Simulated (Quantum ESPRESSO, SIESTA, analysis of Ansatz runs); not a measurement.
# Levels of V_Si in SiC (F-43m), rung by rung (SIESTA and Quantum ESPRESSO), part 2 of 4

We place the charge-transition levels of V_Si in SiC (F-43m) with atom-centred orbitals, then repeat the energies at other levels of method to see what holds. Model: a cell of 54 host atoms with 1 Si taken out.

SIESTA and Quantum ESPRESSO ; SIESTA numerical-orbital DFT, PBEsol, DZP basis, PseudoDojo 0.4.1 potentials converted to PSML; charged supercells in a uniform background, point-charge correction with alignment at far sites.

So far. Step 2 (Band edges): The gap at this level is 1.23 eV.

## 3. Relaxing each charge state

Level of this step: SIESTA numerical-orbital DFT, PBEsol, DZP basis, PseudoDojo 0.4.1 potentials converted to PSML; relaxation of all atoms of a defect supercell at fixed charge in a uniform background (SIESTA).

Each state starts from the atoms near the defect displaced at random, so that no symmetry of the ideal site is imposed. An odd electron count needs spin polarisation, and the total moment is held fixed to keep the state apart from its neighbours in spin. Basis functions without a nucleus stand at the vacant site, for electrons that may collect there. Charge −2 is shown in full.

The input, defect.fdf:

```
SystemName                      Si26C27
SystemLabel                     defect
NumberOfSpecies                 3
NumberOfAtoms                   54
%block ChemicalSpeciesLabel
  1   14 Si
  2    6 C
  3  -14 Si_ghost
%endblock ChemicalSpeciesLabel
LatticeConstant                 1.0 Ang
%block LatticeVectors
     0.000003000     6.564408000     6.564408000
     6.564408000     0.000003000     6.564408000
     6.564408000     6.564408000     0.000003000
%endblock LatticeVectors
AtomicCoordinatesFormat         Fractional
%block AtomicCoordinatesAndAtomicSpecies
    -0.005075648    -0.002195097     0.002940141  1
     0.083332324     0.083332324     0.083332324  2
     0.002271369     0.004096893     0.327338656  1
     0.088631610     0.083568296     0.411200015  2
     0.006592443    -0.002368258     0.664703974  1
     0.083723224     0.077303798     0.754495430  2
    -0.005775659     0.334645802    -0.000311491  1
     0.080143637     0.415569257     0.089802996  2
     0.000001066     0.333334400     0.333334400  1
     0.083332324     0.416665657     0.416665657  2
     0.000001066     0.333334400     0.666667733  1
     0.084791210     0.419232123     0.743447628  2
     0.000982837     0.666332466    -0.005648107  1
     0.082209901     0.744738058     0.084437704  2
     0.000001066     0.666667733     0.333334400  1
     0.077326020     0.749724668     0.418771060  2
     0.001144210     0.660618515     0.671130944  1
     0.085351941     0.746109889     0.755238656  2
     0.333334400     0.000001066     0.000001066  1
     0.416665657     0.083332324     0.083332324  2
     0.327164227    -0.000093429     0.336862458  1
     0.414085966     0.082588665     0.413568869  2
     0.336780237    -0.006196836     0.666639938  1
     0.416665657     0.083332324     0.749998991  2
     0.334712062     0.330433103    -0.004061012  1
     0.418441241     0.420495745     0.084028209  2
     0.333334400     0.333334400     0.333334400  1
     0.417224474     0.419292700     0.419854341  2
     0.337617614     0.330370564     0.662134057  1
     0.416912097     0.415167440     0.745384303  2
     0.336295517     0.660170891     0.002396764  1
     0.416665657     0.749998991     0.083332324  2
     0.329071192     0.672822410     0.332095081  1
     0.413639705     0.756090692     0.417010489  2
     0.410371689     0.752553030     0.750306028  2
     0.666667733     0.000001066     0.000001066  1
     0.749998991     0.083332324     0.083332324  2
     0.672011913     0.000788710     0.328028407  1
     0.749998991     0.083332324     0.416665657  2
     0.666667733     0.000001066     0.666667733  1
     0.749998991     0.083332324     0.749998991  2
     0.661066929     0.333430474     0.000356883  1
     0.749998991     0.416665657     0.083332324  2
     0.671707665     0.334568086     0.327808641  1
     0.752531168     0.410282435     0.417279033  2
     0.667721289     0.338366978     0.661069391  1
     0.748275834     0.423124468     0.746602211  2
     0.666667733     0.666667733     0.000001066  1
     0.749998991     0.749998991     0.083332324  2
     0.664622143     0.672925329     0.332931882  1
     0.745959144     0.747514224     0.422595967  2
     0.662082801     0.669199011     0.663921072  1
     0.749998991     0.749998991     0.749998991  2
     0.333334400     0.666667733     0.666667733  3
%endblock AtomicCoordinatesAndAtomicSpecies
%block kgrid.MonkhorstPack
    2   0   0  0.50
    0   2   0  0.50
    0   0   2  0.50
%endblock kgrid.MonkhorstPack
XC.Functional                   GGA
XC.Authors                      PBEsol
PAO.BasisSize                   DZP
PAO.EnergyShift                 0.005 Ry
Mesh.Cutoff                     300 Ry
NetCharge                       -2.0
Spin                            polarized
%block DM.InitSpin
     5   0.400
    18   0.400
    30   0.400
    34   0.400
    35   0.400
%endblock DM.InitSpin
Spin.Fix                        true
Spin.Total                      2.0
OccupationFunction              FD
ElectronicTemperature           0.01 eV
MaxSCFIterations                150
SCF.MustConverge                true
SCF.Mixer.Method                Pulay
SCF.Mixer.Weight                0.1
SCF.Mixer.History               10
SCF.DM.Tolerance                3.0e-4
SCF.H.Tolerance                 3.0e-3 eV
WriteForces                     true
Charge.Mulliken                 end
SaveRho                         true
SaveElectrostaticPotential      true
Charge.Hirshfeld                end
Charge.Voronoi                  end
MD.TypeOfRun                    Broyden
MD.Steps                        90
MD.MaxForceTol                  0.04 eV/Ang
MD.MaxDispl                     0.15 Ang
WriteCoorStep                   true
AtomCoorFormatOut               Fractional
%block Geometry.Constraints
  atom [54]
%endblock Geometry.Constraints
```

Command:

```
> OMP_NUM_THREADS=1 siesta defect.fdf > defect.out
```

Output:

```text
Version         : 5.4.2

                           ***********************
                           *  WELCOME TO SIESTA  *
                           ***********************

[...]
reinit: Reading from file defect.fdf

reinit: -----------------------------------------------------------------------
reinit: System Name: Si26C27
reinit: -----------------------------------------------------------------------
reinit: System Label: defect
reinit: -----------------------------------------------------------------------

[...]
initatom: Reading input for the pseudopotentials and atomic orbitals ----------
Species number:   1 Atomic number:   14 Label: Si
Species number:   2 Atomic number:    6 Label: C
Species number:   3 Atomic number:  -14 Label: Si_ghost (floating PAOs)

[... pseudopotential checks and orbital generation ...]

prinput: Basis input

PAO.BasisType split

%block ChemicalSpeciesLabel
    1   14 Si                      # Species index, atomic number, species label
    2    6 C                       # Species index, atomic number, species label
    3  -14 Si_ghost                # Species index, atomic number, species label
%endblock ChemicalSpeciesLabel

%block PAO.Basis                 # Define Basis set
# WARNING: This information might be incomplete!
Si                    2                    # Species label, number of l-shells
 n=3   0   2                         # n, l, Nzeta
   5.819      3.988
   1.000      1.000
 n=3   1   2 P   1                   # n, l, Nzeta, Polarization, NzetaPol
   7.489      5.207
   1.000      1.000
C                     2                    # Species label, number of l-shells
 n=2   0   2                         # n, l, Nzeta
   4.859      3.157
   1.000      1.000
 n=2   1   2 P   1                   # n, l, Nzeta, Polarization, NzetaPol
   5.984      3.889
   1.000      1.000
Si_ghost              2                    # Species label, number of l-shells
 n=3   0   2                         # n, l, Nzeta
   5.819      3.988
   1.000      1.000
 n=3   1   2 P   1                   # n, l, Nzeta, Polarization, NzetaPol
[...]
%endblock PAO.Basis

prinput: ----------------------------------------------------------------------

coor:   Atomic-coordinates input format  =     Fractional

[...]
siesta: System type = bulk

initatomlists: Number of atoms, orbitals, and projectors:     54   702   684

[... echo of the settings ...]

siesta: k-grid: Number of k-points = 4
siesta: k-points from Monkhorst-Pack grid
siesta: k-cutoff (effective) =     9.283 Ang
siesta: k-point supercell and displacements
siesta: k-grid:     2     0     0      0.500
siesta: k-grid:     0     2     0      0.500
siesta: k-grid:     0     0     2      0.500

diag: Algorithm                                     = D&C
diag: Absolute tolerance                            =  0.100E-15
diag: Orthogonalization factor                      =  0.100E-05

superc: Internal auxiliary supercell:     3 x     3 x     3  =      27
superc: Number of atoms, orbitals, and projectors:   1458  18954  18468

siesta: Constraint (1): pos
  [ 54 ]

                     ====================================
                        Begin Broyden opt. move =      0
                     ====================================

[...]
superc: Internal auxiliary supercell:     3 x     3 x     3  =      27
superc: Number of atoms, orbitals, and projectors:   1458  18954  18468

outcell: Unit cell vectors (Ang):
        0.000003    6.564408    6.564408
        6.564408    0.000003    6.564408
        6.564408    6.564408    0.000003

outcell: Cell vector modules (Ang)   :    9.283475    9.283475    9.283475
outcell: Cell angles (23,13,12) (deg):     60.0000     60.0000     60.0000
outcell: Cell volume (Ang**3)        :    565.7394
[...]
Initializing Density Matrix...

[...]
DM filled with atomic data (user-defined):
Note: For starting DM, Qtot, Tr[D*S] =        214.00000000        212.00000000

InitMesh: MESH = 80 x 80 x 80 = 512000
InitMesh: Mesh cutoff (required, used) =   300.000   307.859 Ry

[...]
iscf     Eharris(eV)        E_KS(eV)     FreeEng(eV)     dDmax     Ef_up Ef_dn(eV) dHmax(eV)
   scf:    1    -7108.256361    -7368.780693    -7368.780710  0.910869 -6.959030 -7.151889  8.639491
[...]
scf:    2    -6846.891132    -7234.277180    -7234.286790  0.285331 -3.842971 -4.150730 31.034003
[...]
scf:    3    -7404.725817    -7406.312882    -7406.312893  0.213702 -5.783245 -5.918848  3.142684
[...]
scf:    4    -7416.035854    -7413.301262    -7413.301272  0.048246 -5.157587 -5.200210  0.848155
[...]
scf:    5    -7413.453235    -7413.419112    -7413.419117  0.006098 -5.179780 -5.225170  0.243928
[...]
scf:    6    -7413.431810    -7413.429084    -7413.429092  0.001337 -5.181141 -5.197344  0.177149
[...]
scf:    7    -7413.466280    -7413.450626    -7413.450634  0.003436 -5.198047 -5.178203  0.107027
[...]
scf:    8    -7413.459853    -7413.455520    -7413.455531  0.001501 -5.202599 -5.160779  0.050201
[...]
scf:    9    -7413.458853    -7413.457255    -7413.457271  0.001185 -5.211394 -5.145390  0.024512
[...]
scf:   10    -7413.457549    -7413.457416    -7413.457433  0.000344 -5.215004 -5.143149  0.019372
[...]
Number of DMs in history: 1
 DM extrapolation coefficients:
1   1.00000
New DM after history re-use:

[...]
iscf     Eharris(eV)        E_KS(eV)     FreeEng(eV)     dDmax     Ef_up Ef_dn(eV) dHmax(eV)
   scf:    1    -7414.925191    -7415.058863    -7415.058865  0.010695 -5.444541 -5.367927  0.112361
[...]
scf:    2    -7415.009014    -7415.044377    -7415.044379  0.001807 -5.384750 -5.313720  0.394046
[...]
scf:    3    -7415.064076    -7415.060375    -7415.060377  0.001379 -5.430705 -5.355121  0.005000
[...]
scf:    4    -7415.060401    -7415.060390    -7415.060392  0.000037 -5.430234 -5.354753  0.002073
     spin moment: {S} , |S| = {        0.0        0.0    2.00000 }     2.00000

SCF Convergence by DM+H criterion
[...]
SCF cycle converged after 4 iterations

[...]
siesta: E_KS(eV) =            -7415.0604

siesta: Atomic forces (eV/Ang):
     1    0.012003   -0.002043    0.010495
     2    0.014995   -0.004149    0.009891
     3   -0.011433   -0.007322    0.000355
     4   -0.000071   -0.008730   -0.013492
     5    0.021068   -0.014207    0.004756
     6    0.002973   -0.003722    0.008211
     7    0.021561    0.003857    0.004499
     8    0.011125    0.002398    0.009564
     9    0.004444   -0.005711   -0.002437
    10   -0.000930   -0.005961    0.006889
[...]
50   -0.016875    0.010922   -0.006146
    51   -0.019393    0.000303    0.003203
    52   -0.009268    0.002602    0.010157
    53   -0.007181    0.000483   -0.001913
    54   -0.000762   -0.000495   -0.000276
   Tot    0.002838    0.000218    0.000275
   Max    0.031324
   Res    0.010509    sqrt( Sum f_i^2 / 3N )
   Max    0.031324    constrained

Stress tensor Voigt[x,y,z,yz,xz,xy] (kbar):       15.21       15.14       15.05        0.44        0.26        0.24
[...]
outcoor: Relaxed atomic coordinates (fractional):
    0.00036602   -0.00130516   -0.00088571   1       1  Si
    0.08323954    0.08288880    0.08282873   2       2  C
    0.00052083   -0.00065552    0.33358995   1       3  Si
    0.08338027    0.08368392    0.41616982   2       4  C
    0.00339770   -0.00536138    0.66697633   1       5  Si
    0.08325815    0.08304283    0.74950459   2       6  C
    0.00055797    0.33359374   -0.00135209   1       7  Si
    0.08321644    0.41616479    0.08322153   2       8  C
   -0.00024859    0.33306460    0.33263677   1       9  Si
    0.08302696    0.41648749    0.41653016   2      10  C
   -0.00043744    0.33254489    0.66705341   1      11  Si
    0.08339107    0.41621895    0.74904907   2      12  C
    0.00254130    0.66688458   -0.00451265   1      13  Si
    0.08248630    0.74910355    0.08414819   2      14  C
   -0.00108556    0.66706549    0.33357498   1      15  Si
    0.08279225    0.74966860    0.41665472   2      16  C
    0.00233429    0.66706394    0.66737532   1      17  Si
    0.06960055    0.75369313    0.75450254   2      18  C
    0.33469111   -0.00064868   -0.00134383   1      19  Si
    0.41558887    0.08434841    0.08345106   2      20  C
[...]
0.66584122    0.33465017    0.33306746   1      44  Si
    0.75034422    0.41713481    0.41582846   2      45  C
    0.66247851    0.33604970    0.66657016   1      46  Si
    0.75011069    0.41661510    0.74918165   2      47  C
    0.66542337    0.66836141   -0.00092445   1      48  Si
    0.75058601    0.74897975    0.08397617   2      49  C
    0.66156593    0.66796903    0.33592175   1      50  Si
    0.74951520    0.75000828    0.41679434   2      51  C
    0.66128033    0.66758553    0.66770001   1      52  Si
    0.75068099    0.74895434    0.74856089   2      53  C
    0.33333440    0.66666773    0.66666773   3      54  Si_ghost

[...]
siesta: Final energy (eV):
siesta:  Band Struct. =   -2688.782144
siesta:       Kinetic =    4217.395278
siesta:       Hartree =     891.239007
[...]
siesta:         Exch. =   -2420.799714
siesta:         Corr. =    -301.267066
[...]
siesta:   Exch.-corr. =   -2722.066780
siesta:  Ion-electron =   -5731.440022
siesta:       Ion-ion =   -4070.187872
[...]
siesta:         Total =   -7415.060390
siesta:      Fermi_up =      -5.430234
siesta:      Fermi_dn =      -5.354753

siesta: Stress tensor (static) (eV/Ang**3):
siesta:     0.009491    0.000151    0.000164
siesta:     0.000151    0.009447    0.000274
siesta:     0.000165    0.000274    0.009394

siesta: Cell volume =        565.739362 Ang**3

siesta: Pressure (static):
siesta:                Solid            Molecule  Units
siesta:          -0.00010286         -0.00010172  Ry/Bohr**3
siesta:          -0.00944392         -0.00933910  eV/Ang**3
siesta:         -15.13082053        -14.96288825  kBar

[...]
mulliken: Qtot =      108.000

[...]
mulliken: Qtot =      106.000

Mulliken Atomic Populations:
Atom #   charge [q] valence [e]      Sz [e]  Species
     1    -0.158202    4.158202    0.000282  Si
     2     0.087999    3.912001    0.001143  C
     3    -0.156531    4.156531    0.000500  Si
     4     0.086313    3.913687    0.000842  C
     5    -0.190977    4.190977    0.015369  Si
     6     0.086082    3.913918    0.001581  C
     7    -0.156875    4.156875    0.000485  Si
     8     0.086315    3.913685    0.000842  C
     9    -0.166494    4.166494   -0.002629  Si
    10     0.085490    3.914510    0.000798  C
    11    -0.167994    4.167994   -0.002184  Si
    12     0.086097    3.913903    0.001607  C
    13    -0.190504    4.190504    0.015497  Si
    14     0.085851    3.914149    0.001616  C
    15    -0.167744    4.167744   -0.002171  Si
    16     0.086124    3.913876    0.001600  C
    17    -0.188531    4.188531    0.017318  Si
    18     0.081872    3.918128    0.385466  C
    19    -0.146508    4.146508   -0.002927  Si
    20     0.092720    3.907280    0.051564  C
[...]
44    -0.157010    4.157010    0.000503  Si
    45     0.086214    3.913786    0.000863  C
    46    -0.190688    4.190688    0.015624  Si
    47     0.086078    3.913922    0.001625  C
    48    -0.146684    4.146684   -0.002871  Si
    49     0.092399    3.907601    0.051358  C
    50    -0.190491    4.190491    0.015538  Si
    51     0.086181    3.913819    0.001635  C
    52    -0.189654    4.189654    0.017120  Si
    53     0.092857    3.907143    0.046157  C
    54     4.127424   -0.127424   -0.008096  Si_ghost
 Total     2.000000                2.000000

[...]
Job completed
```

It took 39 min on 1 MPI rank of Arm Neoverse V2, shared host; peak memory 1.2 GiB.

The steps and moves of this run count from the displaced start.

Relaxation path:

```
step  energy less that of the first step (eV)  largest force (eV/Å)
   0                                   0.0000                2.7104
   1                                  -1.2935                0.9767
   2                                  -1.4768                0.6263
   3                                  -1.5494                0.4392
   4                                  -1.5821                0.2720
   5                                  -1.5982                0.1192
   6                                  -1.6028                0.0346
```

The atoms that moved most (Å):

```
atom      dx      dy      dz  length
 C35   0.044   0.100   0.080   0.135
 C18   0.045  -0.108  -0.054   0.129
 C34  -0.101  -0.049   0.040   0.120
 C30  -0.030   0.086  -0.055   0.107
Si31   0.002  -0.064   0.028   0.070
Si29   0.065   0.008   0.013   0.067
Si38   0.029  -0.005  -0.049   0.058
 C26  -0.031  -0.021  -0.042   0.057
```

The atoms nearest to the centre after the run:

```
atom  distance (Å)
 C35         1.998
 C18         1.999
 C34         2.002
 C30         2.006
Si52         3.054
 Si5         3.054
Si23         3.054
Si31         3.057
Si25         3.057
Si50         3.059
Si13         3.062
Si46         3.062
Si33         3.065
Si21         3.067
Si17         3.068
Si29         3.068
```

Energies on the run's own zero. States near gap, by row:

```
spin  k  band  energy (eV)  filled by count
  up  0   104       -7.049                1
  up  0   105       -7.047                1
  up  0   106       -6.064                1
  up  0   107       -5.716                1
  up  0   108       -5.715                1
  up  0   109       -4.355                0
  up  0   110       -4.351                0
  up  0   111       -4.338                0
  up  0   112       -3.635                0
  up  1   104       -7.365                1
  up  1   105       -7.127                1
  up  1   106       -6.619                1
  up  1   107       -5.849                1
  up  1   108       -5.795                1
  up  1   109       -4.932                0
  up  1   110        -3.76                0
  up  1   111       -3.745                0
  up  1   112       -3.173                0
down  0   102       -7.398                1
down  0   103       -7.397                1
down  0   104           -7                1
down  0   105       -6.998                1
down  0   106       -5.458                1
down  0   107       -5.038                0
down  0   108       -5.035                0
down  0   109       -4.338                0
down  0   110       -4.333                0
down  1   102       -7.473                1
down  1   103       -7.323                1
down  1   104        -7.07                1
down  1   105       -6.974                1
down  1   106       -5.999                1
down  1   107        -5.24                0
down  1   108       -5.127                0
down  1   109       -4.897                0
down  1   110       -3.728                0
```

Spin density in the ac plane at fractional y = 0.667, through the centre, with atoms of Si within 0.45 Å of it.

Ten even steps from '0' (0.00 e/Å³) to '9' (0.11 e/Å³), each cell a mean:
```
00000000000000000000000000
00000000000000000000000000
00000000000000000000000001
10122000122011000000000001
10375200146410000000000001
00399410137941000001011000
00157410013662000001001000
00013310001232000000000000
00001100000011000000000000
00000000011000000000000000
00000000123210000000000000
00000000147741000000000000
00000000137962000000000000
00000000002442000000000000
00000000000010000000000000
00000000000011000000000000
00000000000001100000000000
00000000000000000000000000
00000000000000000001000000
00000000001100000011000000
00000000000100000001000000
00000000001100000000011000
00000000000100000000011100
00000000000000000000000000
```
Columns run along a (9.3 Å), rows up along c (9.3 Å). Atoms in or near the plane, at fractional coordinates: Si at (0.00, 0.00), Si at (0.00, 0.33), Si at (0.00, 0.67), Si at (0.33, 0.00), Si at (0.33, 0.34), Si at (0.67, 0.00), Si at (0.66, 0.34), Si at (0.66, 0.67).

(Part 2 of 4 ends here.)

[Logs are printed without paths, hosts, clocks, repeated set-up lines and the standing remarks that a program may print on its own settings, such as how far it seeks lower states.]

[Hosts, paths, dates, database ids (printed as entryN), source tags and the programs' standing remarks are cut or masked in the printed files.]

[For some hosts the program warned that the k-mesh of the response run may be too coarse for force constants and the static dielectric constant; such warnings are not shown here.]

[Charge tables in the logs are Mulliken or Hirshfeld populations, whose sizes and signs can differ; where basis functions stand at a vacancy, SIESTA counts their charge against the missing atom's valence.]

[In relaxation paths of CP2K, step 0 can be the structure after the first move, since the trajectory file begins there, and the last row can be the final structure solved once more.]
